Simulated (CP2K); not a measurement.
Crystal: Tc.

```
Tc
1.0
     2.75772    0.00000    0.00000
     1.37886    2.38825    0.00000
     1.37886    0.79608    2.25167
Tc
1
Direct
  0.00000 0.00000 0.00000
```

This isn't the form of Tc at room conditions, which is hcp.

Base run:

| Property | Result |
| --- | --- |
| Program | CP2K 2026.2 |
| Functional | RPBE |
| Potentials or basis | POTENTIAL_UZH Tc GTH-PBE-q15; TZVP-MOLOPT-PBE-GTH basis |
| Density cutoff | 6123 eV |
| k mesh | 12 × 12 × 12 |
| Occupations | gaussian, width 0.02 eV |
| Spin | no spin polarisation |

Its results: band gap on the k mesh none (metal or under the smearing width); pressure 0.8 GPa.

**Question.** The run is repeated on the same cell with these changes: functional from RPBE to PBE; occupations from gaussian, width 0.02 eV to gaussian, width 0.05 eV. What comes out?

**Answer.** Band gap on the k mesh none (metal or under the smearing width); pressure -2.7 GPa.

Caveats: the basis of atomic orbitals isn't converged, which shifts pressures, moduli and gaps; the potentials were made for another functional, which shifts forces and pressure (some runs).
